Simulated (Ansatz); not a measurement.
ZnS (Wurtzite-2H):

```
Zn S
1.0
     3.81100    0.00000    0.00000
    -1.90550    3.30042    0.00000
     0.00000    0.00000    6.23400
Zn S
2 2
Direct
  0.66667 0.33333 0.50000
  0.33333 0.66667 0.00000
  0.66667 0.33333 0.88500
  0.33333 0.66667 0.38500
```

- Program: Ansatz 0.2.0
- Task: relaxation of cell and atoms
- Functional: r2SCANh
- Potentials or basis: Ansatz PAW
- Cutoff: 500 eV (not typed: the program's choice for these potentials)
- k mesh: 4 × 4 × 3
- Occupations: fermi-dirac, width 0.05 eV
- Spin: no spin polarisation

At the start: volume 19.60 Å³/atom.

Problem. How do energy, volume and symmetry change on relaxing?

Solution. It ends after 5 steps and the volume is 19.65 Å³/atom (+0.2 %); space group P6_3mc (No. 186, to 0.05 Å).

The path:
```tsv
step	energy change (eV)	largest force (eV/Å)	volume (Å³)
1	0.0000	0.3309	78.41
2	-0.0119	0.2355	78.54
3	-0.0215	0.0639	78.14
4	-0.0227	0.0021	78.60
5	-0.0228	0.0021	78.60
```

Final structure:
```
Zn S
1.0
     3.81409    0.00000    0.00000
    -1.90704    3.30310    0.00000
     0.00000    0.00000    6.23868
Zn S
2 2
Direct
  0.66667 0.33333 0.50523
  0.33333 0.66667 0.00523
  0.66667 0.33333 0.87977
  0.33333 0.66667 0.37977
```

Caveat: the k mesh is coarse (spacing up to 0.48 Å⁻¹), so the values aren't converged, least of all with exact exchange; the plane-wave basis is chosen anew once the cell has moved, so the energies of steps on either side of that aren't comparable; the PAW data sets come from PBE, with cores solved anew for the run's functional, which leaves a small shift of forces and pressure.
